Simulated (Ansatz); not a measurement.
# TiAl3: the cost of one run

Method: DFT PBEsol, scalar-relativistic, plane waves, PAW, in Ansatz 0.2.0.

3 further runs of the same task are left out: 1 that didn't finish, 2 set aside as unsound or not needed. Runs told in other sessions of the task aren't counted.

## 1. The starting structure

It takes space group I4/mmm (No. 139, tetragonal). The conventional cell has a = 3.816 Å, b = 3.816 Å, c = 8.554 Å, α = 90.00°, β = 90.00°, γ = 90.00°. Ti (site symmetry 4/mmm) has 12 Al at 2.70 to 2.87 Å in its first shell of neighbours. Al (site symmetry 4/mmm) is surrounded by 4 Ti at 2.70 Å and 8 Al at 2.87 Å. Al (site symmetry -4m2) has 8 Al at 2.70 to 2.87 Å and 4 Ti at 2.87 Å in its first shell of neighbours.

As a file:

```
Ti Al
1.0
    -1.90777    1.90777   -4.27700
    -3.81555    0.00000    0.00000
     1.90777    9.53887    4.27700
Ti Al
3 9
Direct
  0.00000 0.00000 0.00000
  0.33333 0.00000 0.33333
  0.66667 0.00000 0.66667
  0.16667 0.50000 0.16667
  0.50000 0.50000 0.50000
  0.83333 0.50000 0.83333
  0.75000 0.25000 0.25000
  0.08333 0.25000 0.58333
  0.41667 0.25000 0.91667
  0.58333 0.75000 0.08333
  0.91667 0.75000 0.41667
  0.25000 0.75000 0.75000
```

It goes back to an entry of the Materials Project, which need not be the stable form.

It is built from the cell relaxed beforehand with the same method (15.57 Å³/atom).

## 2. Zero of the scan

input.yaml

```yaml
crystal:
  lattice:
    - [-1.9077740735, 1.9077740735, -4.276996808]
    - [-3.8155481469, 0.0, 0.0]
    - [1.9077740735, 9.5388703673, 4.276996808]
  atoms:
    - { symbol: Ti, position: [0.0, 0.0, 0.0] }
    - { symbol: Ti, position: [0.3333333333, 0.0, 0.3333333333] }
    - { symbol: Ti, position: [0.6666666667, 0.0, 0.6666666667] }
    - { symbol: Al, position: [0.1666666667, 0.5, 0.1666666667] }
    - { symbol: Al, position: [0.5, 0.5, 0.5] }
    - { symbol: Al, position: [0.8333333333, 0.5, 0.8333333333] }
    - { symbol: Al, position: [0.75, 0.25, 0.25] }
    - { symbol: Al, position: [0.0833333333, 0.25, 0.5833333333] }
    - { symbol: Al, position: [0.4166666667, 0.25, 0.9166666667] }
    - { symbol: Al, position: [0.5833333333, 0.75, 0.0833333333] }
    - { symbol: Al, position: [0.9166666667, 0.75, 0.4166666667] }
    - { symbol: Al, position: [0.25, 0.75, 0.75] }
basis:
  ecutwfc: 420
kpoints:
  mp_grid: { grid: [10, 13, 5] }
hamiltonian:
  xc: pbesol
scf:
  occupations: { method: gaussian, width: 0.15 }
output:
  forces: true
  stress: true
  eigenvalues: true
```

Command:

```console
ansatz run input.yaml --threads 2 --pin off --max-ram 5120MiB --backend cpu --events-out ev --progress --plain --runs-dir out
```

Q: Estimate wall time and peak memory on 2 threads of AMD EPYC 9R45 (Zen 5), shared host.

About 29 s, with a peak of 1.8 GiB.
